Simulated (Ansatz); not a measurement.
Runs of Ansatz 0.2.0 on KBr. The structure is cubic, space group Fm-3m (No. 225). The conventional cell has a = 6.600 Å, b = 6.600 Å, c = 6.600 Å, α = 90.00°, β = 90.00°, γ = 90.00°. Br (site symmetry m-3m) has 6 K at 3.30 Å as nearest neighbours. K (site symmetry m-3m) has 6 Br at 3.30 Å as nearest neighbours. 

```csv
task,level,potentials or basis,cell,k mesh,cutoff (eV),smearing,share of exact exchange,screening of exact exchange,basis error allowed,gap on the mesh (eV),pressure (GPa)
single point,PBE,"all-electron LAPW, scalar-relativistic",as given,5 × 5 × 5,107,fermi-dirac 0.03 eV,-,-,0.004 eV/atom,4.43,0.7
single point,PBE0,all-electron PAW datasets made for the crystal,as given,6 × 6 × 6,220,fermi-dirac 0.05 eV,-,-,-,6.32,-
single point,"HSE(alpha, omega)",all-electron PAW datasets made for the crystal,as given,4 × 4 × 4,220,fermi-dirac 0.05 eV,0.25,0.15 1/A,-,5.78,-
band structure,BLYP,"all-electron LAPW, scalar-relativistic",as given,7 × 7 × 7,128,fermi-dirac 0.05 eV,-,-,0.001 eV/atom,4.44,1.5
single point,PBE,"all-electron LAPW, scalar-relativistic",as given,4 × 4 × 4,107,fermi-dirac 0.02 eV,-,-,0.004 eV/atom,4.43,0.7
Born charges and dielectric tensor,PBE,all-electron PAW datasets made for the crystal,as given,7 × 7 × 7,220,fixed,-,-,-,4.44,-
relaxation of cell and atoms,revPBE+D4,"all-electron LAPW, scalar-relativistic",relaxed,7 × 7 × 7,-,fermi-dirac 0.05 eV,-,-,0.001 eV/atom,(a),0.0
single point,PBE,"all-electron LAPW, scalar-relativistic",as given,5 × 5 × 5,111,fermi-dirac 0.03 eV,-,-,0.003 eV/atom,4.43,0.7
```

Alike in all rows: no spin polarisation.

Problem. Fill in the values left out.

Solution. (a) 4.58.

Caveats: an odd mesh through Γ misses points on the zone boundary, where band edges often lie (some runs); the program warned that the printed levels may be off, so bands, gaps and densities of states are rough (some runs).

A k mesh can miss the band edges, and the runs leave out spin-orbit coupling on Br.

Not every run made on this cell is shown here.
